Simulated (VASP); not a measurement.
**HfC: single point with PBE**

HfC:

```
Hf C
1.0
     2.94680    0.00000    0.00000
     0.00000    2.94680    0.00000
     0.00000    0.00000    2.94680
Hf C
1 1
Direct
  0.00000 0.00000 0.00000
  0.50000 0.50000 0.50000
```

The cell comes from a database or a generator and needn't be the stable form of this composition.

```
Program             : VASP 6.6.1
Task                : single point
Functional          : PBE
Potentials or basis : VASP PAW PBE potentials, release 64 (Hf_pv, C)
Cutoff              : 520 eV
k mesh              : 14 × 14 × 14
Occupations         : fermi-dirac, width 0.15 eV
Spin                : no spin polarisation
```

| Property | Result |
| --- | --- |
| Pressure | -9.6 GPa |
| Band gap on the k mesh | none (metal or under the smearing width) |

Levels at points of the mesh, in eV from the Fermi level:
```
           k point  band 5  band 6  band 7  band 8  band 9  band 10
(0.00, 0.00, 0.00)   -1.76   -1.76    0.99    0.99    0.99     5.77
(0.50, 0.00, 0.00)   -6.54   -0.98   -0.98   -0.66    6.34     6.46
(0.50, 0.50, 0.00)   -2.61   -2.61   -1.16    1.87    3.01     3.01
(0.50, 0.50, 0.50)   -5.21   -5.21   -5.21    8.24    8.24     8.24
```

Wall time 20 s on 1 thread of Intel(R) Xeon(R) Platinum 8488C (Sapphire Rapids), with other jobs on the host, peak memory 0.17 GiB.

Spin-orbit coupling is left out, which matters for the levels of Hf.
